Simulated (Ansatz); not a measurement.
SiC (F-43m), zone-centre modes

These are results of Ansatz 0.2.0, DFT r2SCAN, scalar-relativistic, plane waves, PAW, not measurements. Settings: plane waves to 500 eV, k-mesh 10×10×6 (Γ-centred), Gaussian smearing 0.05 eV. No spin polarisation.

Reference structure (relaxed at this level):

```yaml
crystal:
  lattice:
    - [0.00000, -2.17814, -2.17814]
    - [0.00000, 2.17814, -2.17814]
    - [4.35629, 0.00000, 0.00000]
  atoms:
    - { symbol: Si, position: [0.50000, 0.50000, 0.50000] }
    - { symbol: Si, position: [0.00000, 0.00000, 0.00000] }
    - { symbol: C, position: [0.00000, 0.50000, 0.25000] }
    - { symbol: C, position: [0.50000, 0.00000, 0.75000] }
```

Harmonic modes by finite displacements of 0.02 Å, without the LO–TO term. The cell doubles the primitive one, so its zone centre also holds the primitive cell's point q = (0, 1/2, 1/2).

**Question.** At this geometry, is the structure stable against these modes?

**Answer.** Yes: no mode is imaginary beyond 10 cm⁻¹, and only the three translations lie near zero.

**Question.** List the wavenumbers in cm⁻¹.

**Answer.** 0, 0, 0, 378, 378, 644, 764, 764, 799, 799, 799, 834.

Cost: 1 run of about 1.4 core-minutes, on Arm Neoverse V2 (shared hosts).